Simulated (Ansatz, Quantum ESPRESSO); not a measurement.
# Complex bands of CaSe, rock salt type, lattice constant set to 5.96 Å, part 2 of 4

Aim: how fast states decay in the gap of CaSe, rock salt type, lattice constant set to 5.96 Å.

Quantum ESPRESSO 7.5; plane-wave DFT, PBE, SG15 norm-conserving pseudopotentials; cross-check by Ansatz 0.2.0 with PAW datasets.

So far. Step 2 (Self-consistent run): The run needed 10 iterations to bring the estimated error under 1e-09 Ry.

The structure was built from a prototype and need not be the compound's stable phase.

## (3) Complex band structure

Level of this step: complex band structure by pwcond; plane-wave DFT, PBE, SG15 norm-conserving pseudopotentials (Quantum ESPRESSO).

ikind = 0 solves one period of the crystal for all kz, real and complex, at each energy and k across. ewind and epsproj trim the two-dimensional plane-wave basis; nz1 sets the subslabs.

cbs.in reads:

```
&inputcond
  outdir = './out'
  prefixl = 'scf'
  band_file = 'cbs'
  ikind = 0
  ewind = 4.0
  epsproj = 1e-05
  nz1 = 7
  energy0 = 6.9
  denergy = -0.23
/
4
  0.00000000 0.00000000 1.00000000
  0.50000000 0.00000000 1.00000000
  0.50000000 0.50000000 1.00000000
  0.25000000 0.00000000 1.00000000
40
```

The run is started by

```sh
> OMP_NUM_THREADS=1 mpirun -n 2 pwcond.x -in cbs.in > cbs.out
```

What it wrote:

```text
[banner, memory and clock lines left out]
Program PWCOND v.7.5 starts

          URL

     ./out/scf.save/

     IMPORTANT: XC functional enforced from input :
     Exchange-correlation= PBE
                           (   1   4   3   4   0   0   0)
     Any further DFT definition will be discarded
     Please, verify this is what you really want

     Reading collected, re-writing distributed wavefunctions

===== INPUT FILE containing the left lead =====

     GEOMETRY:

     lattice parameter (alat)  =       7.9640  a.u.
     the volume                =     714.3407 (a.u.)^3
     the cross section         =      63.4250 (a.u.)^2
     l of the unit cell        =       1.4142 (alat)
     number of atoms/cell      =            4
     number of atomic types    =            2

     crystal axes: (cart. coord. in units of alat)
               a(1) = (  1.0000  0.0000  0.0000 )
               a(2) = (  0.0000  1.0000  0.0000 )
               a(3) = (  0.0000  0.0000  1.4142 )

   Cartesian axes

     site n.     atom                  positions (alat units)
          1        Ca     tau(  1)=(  0.0000  0.0000  1.4142  )
          2        Se     tau(  2)=(  0.5000  0.5000  1.4142  )
          3        Ca     tau(  3)=(  0.5000  0.5000  0.7071  )
          4        Se     tau(  4)=(  0.0000  0.0000  0.7071  )

     nr1s                      =           40
     nr2s                      =           40
     nr3s                      =           60
     nr1sx                     =           40
     nr2sx                     =           40
     nr3sx                     =           60
     nr1                       =           40
     nr2                       =           40
     nr3                       =           60
     nr1x                      =           40
     nr2x                      =           40
     nr3x                      =           60

 _______________________________
  Radii of nonlocal spheres:

     type       ibeta     ang. mom.          radius (alat units)
       Ca         1         0                    0.2612
       Ca         2         0                    0.2649
       Ca         3         1                    0.3127
       Ca         4         1                    0.3039
       Ca         5         2                    0.2888
       Ca         6         2                    0.2988
       Se         1         0                    0.3139
       Se         2         0                    0.3227
       Se         3         1                    0.3390
       Se         4         1                    0.3378
       Se         5         2                    0.4093
       Se         6         2                    0.4219
----- General information -----

----- Complex band structure calculation -----

     nrx                       =           40
     nry                       =           40
     nz1                       =            7

     energy0               =         6.9E+00
     denergy               =        -2.3E-01
     nenergy               =         40
     ecut2d                =         6.0E+01
     ewind                 =         4.0E+00
     epsproj               =         1.0E-05

     number of k_|| points=    4
                       cryst. coord.
        k(    1) = (   0.0000000   0.0000000), wk =   0.2500000
        k(    2) = (   0.5000000   0.0000000), wk =   0.2500000
        k(    3) = (   0.5000000   0.5000000), wk =   0.2500000
        k(    4) = (   0.2500000   0.0000000), wk =   0.2500000
----- Information about left lead -----

     nocros                   =           36
     noins                    =           36
     norb                     =          108
     norbf                    =          108
     nrz                      =           60

      iorb      type   ibeta   ang. mom.   m       position (alat)
        1        1       1        0        1   taunew(   1)=(  0.0000  0.0000  0.0000)
        2        1       2        0        1   taunew(   2)=(  0.0000  0.0000  0.0000)
        3        1       3        1        1   taunew(   3)=(  0.0000  0.0000  0.0000)
        4        1       3        1        2   taunew(   4)=(  0.0000  0.0000  0.0000)
        5        1       3        1        3   taunew(   5)=(  0.0000  0.0000  0.0000)
        6        1       4        1        1   taunew(   6)=(  0.0000  0.0000  0.0000)
        7        1       4        1        2   taunew(   7)=(  0.0000  0.0000  0.0000)
        8        1       4        1        3   taunew(   8)=(  0.0000  0.0000  0.0000)
        9        1       5        2        1   taunew(   9)=(  0.0000  0.0000  0.0000)
       10        1       5        2        2   taunew(  10)=(  0.0000  0.0000  0.0000)
       11        1       5        2        3   taunew(  11)=(  0.0000  0.0000  0.0000)
       12        1       5        2        4   taunew(  12)=(  0.0000  0.0000  0.0000)
       13        1       5        2        5   taunew(  13)=(  0.0000  0.0000  0.0000)
       14        1       6        2        1   taunew(  14)=(  0.0000  0.0000  0.0000)
       15        1       6        2        2   taunew(  15)=(  0.0000  0.0000  0.0000)
       16        1       6        2        3   taunew(  16)=(  0.0000  0.0000  0.0000)
       17        1       6        2        4   taunew(  17)=(  0.0000  0.0000  0.0000)
       18        1       6        2        5   taunew(  18)=(  0.0000  0.0000  0.0000)
       19        2       1        0        1   taunew(  19)=(  0.5000  0.5000  0.0000)
       20        2       2        0        1   taunew(  20)=(  0.5000  0.5000  0.0000)
       21        2       3        1        1   taunew(  21)=(  0.5000  0.5000  0.0000)
       22        2       3        1        2   taunew(  22)=(  0.5000  0.5000  0.0000)
       23        2       3        1        3   taunew(  23)=(  0.5000  0.5000  0.0000)
       24        2       4        1        1   taunew(  24)=(  0.5000  0.5000  0.0000)
       25        2       4        1        2   taunew(  25)=(  0.5000  0.5000  0.0000)
       26        2       4        1        3   taunew(  26)=(  0.5000  0.5000  0.0000)
       27        2       5        2        1   taunew(  27)=(  0.5000  0.5000  0.0000)
       28        2       5        2        2   taunew(  28)=(  0.5000  0.5000  0.0000)
       29        2       5        2        3   taunew(  29)=(  0.5000  0.5000  0.0000)
       30        2       5        2        4   taunew(  30)=(  0.5000  0.5000  0.0000)
       31        2       5        2        5   taunew(  31)=(  0.5000  0.5000  0.0000)
       32        2       6        2        1   taunew(  32)=(  0.5000  0.5000  0.0000)
       33        2       6        2        2   taunew(  33)=(  0.5000  0.5000  0.0000)
[...]
36        2       6        2        5   taunew(  36)=(  0.5000  0.5000  0.0000)
       37        1       1        0        1   taunew(  37)=(  0.5000  0.5000  0.7071)
       38        1       2        0        1   taunew(  38)=(  0.5000  0.5000  0.7071)
       39        1       3        1        1   taunew(  39)=(  0.5000  0.5000  0.7071)
       40        1       3        1        2   taunew(  40)=(  0.5000  0.5000  0.7071)
       41        1       3        1        3   taunew(  41)=(  0.5000  0.5000  0.7071)
       42        1       4        1        1   taunew(  42)=(  0.5000  0.5000  0.7071)
       43        1       4        1        2   taunew(  43)=(  0.5000  0.5000  0.7071)
       44        1       4        1        3   taunew(  44)=(  0.5000  0.5000  0.7071)
       45        1       5        2        1   taunew(  45)=(  0.5000  0.5000  0.7071)
       46        1       5        2        2   taunew(  46)=(  0.5000  0.5000  0.7071)
       47        1       5        2        3   taunew(  47)=(  0.5000  0.5000  0.7071)
       48        1       5        2        4   taunew(  48)=(  0.5000  0.5000  0.7071)
       49        1       5        2        5   taunew(  49)=(  0.5000  0.5000  0.7071)
       50        1       6        2        1   taunew(  50)=(  0.5000  0.5000  0.7071)
       51        1       6        2        2   taunew(  51)=(  0.5000  0.5000  0.7071)
       52        1       6        2        3   taunew(  52)=(  0.5000  0.5000  0.7071)
       53        1       6        2        4   taunew(  53)=(  0.5000  0.5000  0.7071)
       54        1       6        2        5   taunew(  54)=(  0.5000  0.5000  0.7071)
       55        2       1        0        1   taunew(  55)=(  0.0000  0.0000  0.7071)
       56        2       2        0        1   taunew(  56)=(  0.0000  0.0000  0.7071)
       57        2       3        1        1   taunew(  57)=(  0.0000  0.0000  0.7071)
       58        2       3        1        2   taunew(  58)=(  0.0000  0.0000  0.7071)
       59        2       3        1        3   taunew(  59)=(  0.0000  0.0000  0.7071)
       60        2       4        1        1   taunew(  60)=(  0.0000  0.0000  0.7071)
       61        2       4        1        2   taunew(  61)=(  0.0000  0.0000  0.7071)
       62        2       4        1        3   taunew(  62)=(  0.0000  0.0000  0.7071)
       63        2       5        2        1   taunew(  63)=(  0.0000  0.0000  0.7071)
       64        2       5        2        2   taunew(  64)=(  0.0000  0.0000  0.7071)
       65        2       5        2        3   taunew(  65)=(  0.0000  0.0000  0.7071)
       66        2       5        2        4   taunew(  66)=(  0.0000  0.0000  0.7071)
       67        2       5        2        5   taunew(  67)=(  0.0000  0.0000  0.7071)
       68        2       6        2        1   taunew(  68)=(  0.0000  0.0000  0.7071)
       69        2       6        2        2   taunew(  69)=(  0.0000  0.0000  0.7071)
       70        2       6        2        3   taunew(  70)=(  0.0000  0.0000  0.7071)
       71        2       6        2        4   taunew(  71)=(  0.0000  0.0000  0.7071)
       72        2       6        2        5   taunew(  72)=(  0.0000  0.0000  0.7071)
       73        1       1        0        1   taunew(  73)=(  0.0000  0.0000  1.4142)
       74        1       2        0        1   taunew(  74)=(  0.0000  0.0000  1.4142)
       75        1       3        1        1   taunew(  75)=(  0.0000  0.0000  1.4142)
       76        1       3        1        2   taunew(  76)=(  0.0000  0.0000  1.4142)
       77        1       3        1        3   taunew(  77)=(  0.0000  0.0000  1.4142)
       78        1       4        1        1   taunew(  78)=(  0.0000  0.0000  1.4142)
       79        1       4        1        2   taunew(  79)=(  0.0000  0.0000  1.4142)
       80        1       4        1        3   taunew(  80)=(  0.0000  0.0000  1.4142)
       81        1       5        2        1   taunew(  81)=(  0.0000  0.0000  1.4142)
       82        1       5        2        2   taunew(  82)=(  0.0000  0.0000  1.4142)
       83        1       5        2        3   taunew(  83)=(  0.0000  0.0000  1.4142)
       84        1       5        2        4   taunew(  84)=(  0.0000  0.0000  1.4142)
       85        1       5        2        5   taunew(  85)=(  0.0000  0.0000  1.4142)
       86        1       6        2        1   taunew(  86)=(  0.0000  0.0000  1.4142)
       87        1       6        2        2   taunew(  87)=(  0.0000  0.0000  1.4142)
       88        1       6        2        3   taunew(  88)=(  0.0000  0.0000  1.4142)
       89        1       6        2        4   taunew(  89)=(  0.0000  0.0000  1.4142)
       90        1       6        2        5   taunew(  90)=(  0.0000  0.0000  1.4142)
       91        2       1        0        1   taunew(  91)=(  0.5000  0.5000  1.4142)
       92        2       2        0        1   taunew(  92)=(  0.5000  0.5000  1.4142)
       93        2       3        1        1   taunew(  93)=(  0.5000  0.5000  1.4142)
       94        2       3        1        2   taunew(  94)=(  0.5000  0.5000  1.4142)
       95        2       3        1        3   taunew(  95)=(  0.5000  0.5000  1.4142)
       96        2       4        1        1   taunew(  96)=(  0.5000  0.5000  1.4142)
       97        2       4        1        2   taunew(  97)=(  0.5000  0.5000  1.4142)
       98        2       4        1        3   taunew(  98)=(  0.5000  0.5000  1.4142)
       99        2       5        2        1   taunew(  99)=(  0.5000  0.5000  1.4142)
      100        2       5        2        2   taunew( 100)=(  0.5000  0.5000  1.4142)
      101        2       5        2        3   taunew( 101)=(  0.5000  0.5000  1.4142)
      102        2       5        2        4   taunew( 102)=(  0.5000  0.5000  1.4142)
      103        2       5        2        5   taunew( 103)=(  0.5000  0.5000  1.4142)
      104        2       6        2        1   taunew( 104)=(  0.5000  0.5000  1.4142)
      105        2       6        2        2   taunew( 105)=(  0.5000  0.5000  1.4142)
      106        2       6        2        3   taunew( 106)=(  0.5000  0.5000  1.4142)
      107        2       6        2        4   taunew( 107)=(  0.5000  0.5000  1.4142)
      108        2       6        2        5   taunew( 108)=(  0.5000  0.5000  1.4142)
 ngper, shell number =          293          41
 ngper, n2d =          293         101
---  E-Ef =    6.9000000  k =    0.0000000   0.0000000
---  ie =          1  ik =          1
 Nchannels of the left tip =            2
 Right moving states:
   k1(2pi/a)   k2(2pi/a)   E-Ef (eV)
   0.3175169  -0.0000000   6.9000000
   0.4058290  -0.0000000   6.9000000
 Left moving states:
   k1(2pi/a)   k2(2pi/a)   E-Ef (eV)
  -0.3175169  -0.0000000   6.9000000
  -0.4058290  -0.0000000   6.9000000

---  E-Ef =    6.6700000  k =    0.0000000   0.0000000
---  ie =          2  ik =          1
 Nchannels of the left tip =            2
 Right moving states:
   k1(2pi/a)   k2(2pi/a)   E-Ef (eV)
   0.2847652  -0.0000000   6.6700000
   0.3831039  -0.0000000   6.6700000
 Left moving states:
   k1(2pi/a)   k2(2pi/a)   E-Ef (eV)
  -0.2847652  -0.0000000   6.6700000
  -0.3831039  -0.0000000   6.6700000
[... further energies and points left out ...]
---  E-Ef =   -1.8400000  k =    0.2500000   0.0000000
---  ie =         39  ik =          4
 Nchannels of the left tip =            2
 Right moving states:
   k1(2pi/a)   k2(2pi/a)   E-Ef (eV)
   0.1069017   0.0000000  -1.8400000
  -0.2099721  -0.0000000  -1.8400000
 Left moving states:
   k1(2pi/a)   k2(2pi/a)   E-Ef (eV)
  -0.1069017   0.0000000  -1.8400000
   0.2099721  -0.0000000  -1.8400000

---  E-Ef =   -2.0700000  k =    0.2500000   0.0000000
---  ie =         40  ik =          4
 Nchannels of the left tip =            1
 Right moving states:
   k1(2pi/a)   k2(2pi/a)   E-Ef (eV)
  -0.2876057  -0.0000000  -2.0700000
 Left moving states:
   k1(2pi/a)   k2(2pi/a)   E-Ef (eV)
   0.2876057  -0.0000000  -2.0700000

Note: The following floating-point exceptions are signalling: IEEE_UNDERFLOW_FLAG
Note: The following floating-point exceptions are signalling: IEEE_UNDERFLOW_FLAG
```

It took 15 min on 2 MPI ranks of Arm Neoverse N1, shared host; peak memory 0.13 GiB; 23 min of CPU time.

Read from the output:

```
peak of the smallest κ at the zone centre : 0.184 Å⁻¹
energy of the peak at the zone centre     : 1.61 eV
peak of the smallest κ at (1/2, 0)        : 0.548 Å⁻¹
peak of the smallest κ at (1/2, 1/2)      : 0.265 Å⁻¹
peak of the smallest κ at (1/4, 0)        : 0.362 Å⁻¹
```

K across = (0, 0) in the cell's reciprocal vectors; values within 0.0025 1/Å of each other count once, columns are sorted by size at each energy, a dash where no further value was kept. Im kz of the slowest decaying states against energy, zero at the highest filled level of the SCF mesh:

```csv
energy (eV),decay 1 (Å⁻¹),decay 2 (Å⁻¹),decay 3 (Å⁻¹)
-2.07,0.371,0.879,1.14
-1.84,0.408,0.835,1.11
-1.61,0.433,0.785,1.08
-1.38,0.45,0.724,1.05
-1.15,0.462,0.512,0.773
-0.92,0.066,0.471,0.849
-0.69,0.477,0.882,0.949
-0.46,0.481,0.901,0.912
-0.23,0.483,0.872,0.913
0.00,0.005,0.484,0.831
0.46,0.133,0.291,0.481
0.69,0.154,0.33,0.478
0.92,0.169,0.353,0.474
1.15,0.178,0.367,0.468
1.38,0.183,0.373,0.462
1.61,0.184,0.373,0.408
1.84,0.182,0.29,0.368
2.07,0.177,0.358,0.436
2.30,0.168,0.343,0.425
2.53,0.154,0.324,0.413
2.76,0.134,0.299,0.4
2.99,0.1,0.267,0.385
3.22,0.225,0.369,0.448
3.45,0.166,0.351,0.361
3.68,0.047,0.266,0.331
3.91,0.176,0.19,0.308
4.14,0.088,0.261,0.264
4.37,0.25,0.313,0.696
4.83,0.138,0.376,0.635
5.06,0.092,0.202,0.396
5.29,0.158,0.376,0.412
5.52,0.175,0.424,0.473
5.75,0.166,0.42,0.433
5.98,0.215,0.242,0.439
6.21,0.307,0.442,0.63
6.44,0.344,0.443,0.662
6.67,0.365,0.374,0.442
6.90,0.379,0.394,0.439
```

K across = (0, 0) in the cell's reciprocal vectors. Re kz of states that move upwards against energy, zero at the highest filled level of the SCF mesh:

| energy (eV) | channel 1 (Å⁻¹) | channel 2 (Å⁻¹) | channel 3 (Å⁻¹) | channel 4 (Å⁻¹) | channel 5 (Å⁻¹) |
| --- | --- | --- | --- | --- | --- |
| -2.07 | 0.524 | - | - | - | - |
| -1.61 | -0.400 | - | - | - | - |
| -1.15 | -0.300 | - | - | - | - |
| -0.69 | -0.209 | 0.445 | 0.445 | - | - |
| -0.23 | -0.268 | -0.268 | -0.109 | - | - |
| 0.00 | - | - | - | - | - |
| 0.23 | - | - | - | - | - |
| 0.69 | - | - | - | - | - |
| 1.15 | - | - | - | - | - |
| 1.61 | - | - | - | - | - |
| 2.07 | 0.0240 | - | - | - | - |
| 2.53 | 0.428 | - | - | - | - |
| 2.76 | -0.522 | - | - | - | - |
| 3.22 | -0.332 | 0.0261 | - | - | - |
| 3.68 | -0.0619 | 0.218 | - | - | - |
| 4.14 | 0.239 | 0.239 | 0.426 | - | - |
| 4.60 | -0.517 | -0.432 | 0.151 | 0.361 | 0.361 |
| 5.06 | 0.223 | 0.474 | 0.474 | - | - |
| 5.52 | -0.446 | -0.446 | 0.280 | - | - |
| 5.98 | 0.123 | 0.331 | - | - | - |
| 6.44 | 0.260 | 0.380 | - | - | - |
| 6.90 | 0.335 | 0.428 | - | - | - |

K across = (1/2, 0) in the cell's reciprocal vectors; values within 0.0025 1/Å of each other count once, columns are sorted by size at each energy, a dash where no further value was kept. Table of Im kz of the slowest decaying states by energy, zero at the highest filled level of the SCF mesh:

```
energy (eV)  decay 1 (Å⁻¹)  decay 2 (Å⁻¹)  decay 3 (Å⁻¹)
      -2.07          0.195          0.773          0.827
      -1.84          0.194          0.711          0.789
      -1.61          0.151           0.63          0.744
      -1.38          0.506          0.692           1.49
      -1.15          0.014          0.044          0.621
      -0.92           0.43          0.458           1.45
      -0.69          0.497          0.541           1.43
      -0.46          0.519          0.595           1.40
      -0.23          0.533          0.627           1.38
       0.00          0.542          0.646           1.35
       0.46          0.548          0.664           1.30
       0.69          0.547          0.666           1.27
       0.92          0.544          0.664           1.25
       1.15          0.539           0.66           1.22
       1.38          0.532          0.653           1.19
       1.61          0.523          0.644           1.16
       1.84          0.512          0.632           1.13
       2.07          0.499          0.619           1.10
       2.30          0.483          0.603           1.07
       2.53          0.466          0.584           1.04
       2.76          0.445          0.564           1.00
       2.99          0.422          0.541          0.968
       3.22          0.394          0.514              -
       3.45          0.362          0.485          0.893
       3.68          0.322          0.451          0.853
       3.91          0.272          0.411          0.809
       4.14            0.2          0.363          0.762
       4.37          0.303          0.709              -
       4.83          0.031          0.176           0.57
       5.06          0.165          0.459          0.467
       5.29          0.112          0.198          0.233
       5.52          0.109            0.3          0.318
       5.75          0.186          0.452          0.458
       5.98          0.049          0.223          0.521
       6.21          0.244          0.566          0.569
       6.44          0.154          0.253          0.599
       6.67          0.222          0.256          0.625
       6.90          0.252          0.262              -
```

[end of part 2 of 4]

[Logs are printed without paths, hosts, clocks, repeated set-up lines and the standing remarks that a program may print on its own settings, such as how far it seeks lower states.]

[Hosts, paths, dates, database ids (printed as entryN), source tags and the programs' standing remarks are cut or masked in the printed files.]

[Maps of the electrostatic potential energy from Ansatz leave out the sawtooth potential of an applied field or a dipole correction, so their vacuum need not be flat; planar profiles and work functions include it.]
